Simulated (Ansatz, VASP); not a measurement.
## One calculation of Y, two programs

The input INCAR:

```
  PREC = Accurate
  ENCUT = 520
  EDIFF = 1E-6
  ISMEAR = -1
  SIGMA = 0.1
  LREAL = F
  LASPH = T
  NELM = 60
  ALGO = Normal
  ISIF = 2
  LWAVE = F
  LCHARG = F
  GGA = RE
  NBANDS = 12
```

The input KPOINTS:

```
regular mesh
0
Gamma
  12 12 12
```

Contents of POSCAR:

```
Y
1.0
    0.0000000000      2.5257020593      2.5257020593
    2.5257020593      0.0000000000      2.5257020593
    2.5257020593      2.5257020593      0.0000000000
Y
1
Direct
    0.0000000000      0.0000000000      0.0000000000
```

Input for Ansatz:

```yaml
crystal:
  lattice:
    - [0.0, 2.5257020593, 2.5257020593]
    - [2.5257020593, 0.0, 2.5257020593]
    - [2.5257020593, 2.5257020593, 0.0]
  atoms:
    - { symbol: "Y", position: [0.0, 0.0, 0.0] }
hamiltonian:
  xc: revpbe
  pseudopotentials:
    kind: paw
    azcp:
      "Y": "pseudopotentials/Y.paw.azcp"
basis:
  ecutwfc: 420
  fft_grid_basis: typed
kpoints:
  mp_grid: { grid: [12, 12, 12], shift: [0, 0, 0] }
magnetization:
  spin_polarized: false
scf:
  occupations: { method: fermi_dirac, width: 0.1 }
  lower_state_search: "off"
output:
  stress: true
  write_density: true
  write_potential: true
  elf: true
  volumetric_format: npy
```

Alike in both runs: task single point; functional revPBE; k mesh 12 × 12 × 12; occupations fermi-dirac, width 0.1 eV; no spin polarisation.

|  | VASP | Ansatz |
| --- | --- | --- |
| version | VASP 6.6.1 | Ansatz 0.2.0 |
| potentials or method | VASP PAW PBE potentials, release 64 (Y_sv) | plane waves (420 eV) with PAW, scalar-relativistic |
| plane-wave cutoff (eV) | 520 | 420 |
| valence electrons in the cell | 11 | 11 |

Ansatz gave:

```
pressure (GPa) : 1.6
```

**Question.** Which values does VASP return?

**Answer.** Pressure (GPa): 1.4.

Caveats: the PAW data sets were made with another functional, which shifts forces and pressure a little (VASP).
